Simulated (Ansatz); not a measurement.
All numbers below come from DFT PBE, scalar-relativistic, plane waves, PAW in Ansatz 0.2.0. All cells share a 420 eV cutoff and Γ-centred k meshes spaced at most about 0.3 Å⁻¹ (about 0.25 or finer for metals, 2π included). No spin polarisation in the final relaxations.

All energies are static (0 K, no zero-point motion).

Two relaxed structures of Al₂Pt:

A.

```
CELL_PARAMETERS angstrom
4.15886 0.00000 0.00000
0.00000 4.05847 2.87057
0.00000 -4.05847 2.87057
ATOMIC_POSITIONS crystal
Al 0.00000 0.59760 0.59760
Al 0.00000 0.36350 0.03361
Al 0.00000 0.03361 0.36350
Al 0.50000 0.92342 0.92342
Pt 0.50000 0.35027 0.73198
Pt 0.50000 0.73198 0.35027
```

B.

```
CELL_PARAMETERS angstrom
0.00000 2.97309 2.97309
2.97309 0.00000 2.97309
2.97309 2.97309 0.00000
ATOMIC_POSITIONS crystal
Al 0.25000 0.25000 0.25000
Al 0.75000 0.75000 0.75000
Pt 0.00000 0.00000 0.00000
```

Question: Which would you expect to be lower, and how large is the difference?

Answer: B is lower, by 260 meV/atom. A has space group Amm2 (No. 38), 16.2 Å³/atom and no gap on its mesh; B has the fluorite type, space group Fm-3m (No. 225), 17.5 Å³/atom and no gap. Counting all near atoms (those within 1.25 times the shortest distance at each site; a plus sign parts nearer from farther groups; a slash parts the counts of unlike sites), A has Al 10/11, Pt 11 and B has Al 4+6, Pt 8. The lower one is the more open, so pressure narrows the difference. In A, Al on a site of symmetry mm2 is surrounded by 4 Pt at 2.61 Å and 6 Al at 2.65–2.80 Å; around Al on a site of symmetry m lie 2 Pt at 2.55 Å, 5 Al at 2.65–2.93 Å, 2 Pt at 2.87 Å and 2 Al at 3.19 Å; Pt has 6 Al at 2.55–2.69 Å, 2 Al at 2.87 Å and 3 Pt at 3.03–3.10 Å; 1 more site not described. In B, Al is surrounded by 4 Pt at 2.57 Å and 6 Al at 2.97 Å; Pt is surrounded by 8 Al at 2.57 Å. Origin: A was invented; B is a cell as deposited in COD, relaxed.

Spin–orbit coupling, which can matter for Pt, is left out.
